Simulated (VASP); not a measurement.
# BAs: lattice, stiffness and zone-centre modes, part 2 of 2

What lattice, stiffness and vibrations does BAs have at one level of theory? The starting structure is a measured crystal structure from the Crystallography Open Database. All runs use LDA.

VASP 6.6.1.

So far. Step 3 (Elastic constants): The elastic tensor has C11 = 288.5, C12 = 77.1, C44 = 154.7 GPa; its Hill averages are a bulk modulus of 147.6 and a shear modulus of 132.8 GPa. Step 4 (Modes of the relaxed cell): The zone-centre modes at 13.333 Å³ an atom are T2 700.1 cm⁻¹.

### 5. Modes at 0.97 of that volume (continued)

Level of this step: LDA; plane waves and PAW (As, B) (VASP).

From OUTCAR (step 5):

```text
  Total        0.7690839      0.7690839      0.7690839      0.0000000      0.0000000      0.0000000
  in kB       47.6373844     47.6373844     47.6373844      0.0000000      0.0000000      0.0000000
  external PRESSURE =      47.6373844 kB  Pullay stress =       0.0000000 kB

 POSITION                                       TOTAL-FORCE (eV/Angst)
 -----------------------------------------------------------------------------------
      3.52095      3.52095      3.52095         0.000000      0.000000      0.000000
      0.00000      0.00000      0.00000        -0.000000     -0.000000     -0.000000
 -----------------------------------------------------------------------------------
    total drift:                               -0.000000     -0.000000     -0.000000

 MACROSCOPIC STATIC DIELECTRIC TENSOR (including local field effects in DFT)
 ------------------------------------------------------
           9.531975     0.000000     0.000000
           0.000000     9.531975     0.000000
          -0.000000    -0.000000     9.531975
 ------------------------------------------------------

 MACROSCOPIC STATIC DIELECTRIC TENSOR IONIC CONTRIBUTION
 ------------------------------------------------------
           0.162598     0.000000    -0.000000
           0.000000     0.162598    -0.000000
          -0.000000    -0.000000     0.162598
 ------------------------------------------------------

[... 1 part as in an earlier step ...]

[... 1 further part left out ...]
```

The zone-centre modes at 12.933 Å³ an atom are T2 722.1 cm⁻¹.

### 6. Modes at 1.03 of that volume

Shape and positions were first relaxed at this volume, in a run that isn't shown.

File INCAR:

```
SYSTEM = BAs
PREC = Accurate
ENCUT = 500
EDIFF = 1E-08
NELM = 100
ISMEAR = 0
SIGMA = 0.03
LREAL = .FALSE.
ALGO = Normal
GGA = CA
NBANDS = 10
LORBIT = 11
LWAVE = .FALSE.
LCHARG = .FALSE.
KPAR = 4
IBRION = 8
LEPSILON = .TRUE.
LPEAD = .TRUE.
ISIF = 2
```

File POSCAR:

```
BAs
1.0
    0.0000000000      2.3947341337      2.3947341337
    2.3947341337      0.0000000000      2.3947341337
    2.3947341337      2.3947341337      0.0000000000
As B
1 1
Direct
    0.7500000000      0.7500000000      0.7500000000
    0.0000000000      0.0000000000      0.0000000000
```

File KPOINTS:

```
Automatic mesh
0
Gamma
16 16 16
0 0 0
```

Potentials, in the order of the species: As and B (LDA family, release 64).

Command:

```
$ mpirun -np 4 vasp_std
```

The log of the run:

```text
[... set-up lines as in an earlier step ...]
 entering main loop
       N       E                     dE             d eps       ncg     rms          rms(c)
DAV:   1     0.106934991402E+02    0.10693E+02   -0.36926E+03  2900   0.678E+02
DAV:   2    -0.129153589587E+02   -0.23609E+02   -0.22390E+02  3982   0.105E+02
DAV:   3    -0.136203117729E+02   -0.70495E+00   -0.70348E+00  3446   0.179E+01
DAV:   4    -0.136224149342E+02   -0.21032E-02   -0.21030E-02  3522   0.109E+00
[...]
DAV:  11    -0.129162627383E+02   -0.13985E-05   -0.14864E-06  3530   0.919E-03    0.121E-02
DAV:  12    -0.129162625815E+02    0.15679E-06   -0.82405E-07  3224   0.400E-03    0.274E-03
DAV:  13    -0.129162625839E+02   -0.23555E-08   -0.31299E-08  3330   0.128E-03
   1 F= -.12916263E+02 E0= -.12916263E+02  d E =-.486723E-14
 Linear response reoptimize wavefunctions to high precision
DAV:   1    -0.129162625832E+02    0.69764E-09   -0.56518E-09  3222   0.349E-04
DAV:   2    -0.129162625832E+02   -0.11880E-10   -0.13874E-10  1826   0.978E-05
 Linear response to external field (no local field effect), progress :
[...]
RMM:  11    -0.378630768844E-01   -0.55209E-07    0.11898E-07 14664   0.143E-05    0.944E-08
 first order change of Fermi-energy   0.68642E-04
 force on displaced ion       1 direction 1 : -16.032   0.000   0.000
 Born effective charge ion    1 direction 1 :   0.474   0.000   0.000
 Linear response progress:
  Degree of freedom:   2/  2
       N       E                     dE             d eps       ncg     rms          rms(c)
RMM:   1    -0.430396236015E-01   -0.43040E-01    0.20497E-03 29460   0.108E+00
RMM:   2    -0.402403111376E-01    0.27993E-02   -0.99789E-04 19457   0.216E-01    0.971E-02
RMM:   3    -0.402940969283E-01   -0.53786E-04   -0.84540E-05 20565   0.644E-02    0.511E-02
RMM:   4    -0.405591989974E-01   -0.26510E-03   -0.87193E-05 20143   0.593E-02    0.743E-03
[...]
RMM:   9    -0.405358972513E-01    0.77248E-07   -0.55551E-09 22461   0.220E-05    0.183E-06
RMM:  10    -0.405358668792E-01    0.30372E-07    0.91814E-10 20481   0.131E-05    0.354E-07
RMM:  11    -0.405359141179E-01   -0.47239E-07    0.20019E-09 14888   0.121E-05    0.680E-08
 first order change of Fermi-energy   0.18144E-03
 force on displaced ion       2 direction 1 : -16.035   0.000   0.000
 Born effective charge ion    2 direction 1 :  -0.474   0.000   0.000
 Born effective charges drift removed
 Linear response finished
```

Elapsed: 2.8 min, on 4 MPI ranks of AMD EPYC 9R45, shared host; peak memory 2.6 GiB; 11 min of CPU time.

From OUTCAR (step 6):

```text
  Total       -0.7058435     -0.7058435     -0.7058435     -0.0000000      0.0000000      0.0000000
  in kB      -41.1734354    -41.1734354    -41.1734354     -0.0000000      0.0000000      0.0000000
  external PRESSURE =     -41.1734354 kB  Pullay stress =       0.0000000 kB

 POSITION                                       TOTAL-FORCE (eV/Angst)
 -----------------------------------------------------------------------------------
      3.59210      3.59210      3.59210        -0.000000     -0.000000     -0.000000
      0.00000      0.00000      0.00000         0.000000      0.000000      0.000000
 -----------------------------------------------------------------------------------
    total drift:                                0.000000      0.000000      0.000000

 MACROSCOPIC STATIC DIELECTRIC TENSOR (including local field effects in DFT)
 ------------------------------------------------------
           9.759324     0.000000    -0.000000
          -0.000000     9.759324    -0.000000
           0.000000     0.000000     9.759324
 ------------------------------------------------------

 MACROSCOPIC STATIC DIELECTRIC TENSOR IONIC CONTRIBUTION
 ------------------------------------------------------
           0.091621     0.000000     0.000000
           0.000000     0.091621     0.000000
           0.000000     0.000000     0.091621
 ------------------------------------------------------

[... 1 part as in an earlier step ...]

[... 1 further part left out ...]
```

The zone-centre modes at 13.733 Å³ an atom are T2 679.4 cm⁻¹.

### 7. The runs compared

```tsv
run	volume (Å³/atom)	T2	core minutes
relaxation	13.333	-	0.12
elastic constants	13.333	-	7.0
modes of the relaxed cell	13.333	700.1	7.13
modes at 0.97 of that volume	12.933	722.1	7.27
modes at 1.03 of that volume	13.733	679.4	11.0
```

Modes are in cm⁻¹, degenerate ones as one, matched by symmetry and order. A number in brackets counts the listed modes of one symmetry from the lowest. The symmetry labels come from an automatic analysis and can be wrong where levels nearly coincide. Core minutes are wall time times ranks of the run shown, on a shared host.

### 8. Outcome

```yaml
relaxed_volume: 13.33 Å³/atom
bulk_modulus_from_two_volumes: 148 GPa
hill_shear_modulus: 133 GPa
mode_t2: 700.1 cm⁻¹
grueneisen_parameter_of_t2: 1.02
```

**Reading.** At the LDA level BAs relaxes to 13.33 Å³ an atom. The bulk modulus is 147.7 GPa from the pressures at two volumes and 147.6 GPa as the Hill average of the elastic tensor, so the two routes agree. The mode Grüneisen parameters, from the cells at 0.97 and 1.03 of the volume, come to 1.02 (T2). The dielectric constants and Born charges in the logs aren't compared here; at a small gap they can be far off, and in a run without a gap they mean nothing. The frequencies are harmonic, and the splitting of polar modes by their long-range field is left out. All values are for a static lattice. Further runs on this material are not shown.

[Lines on the potential files, build, host, timing and source positions are cut from VASP's logs without a mark.]

[Logs are printed without paths, hosts, clocks, repeated set-up lines and the standing remarks that a program may print on its own settings, such as how far it seeks lower states.]

[Hosts, paths, dates, database ids (printed as entryN), source tags and the programs' standing remarks are cut or masked in the printed files.]
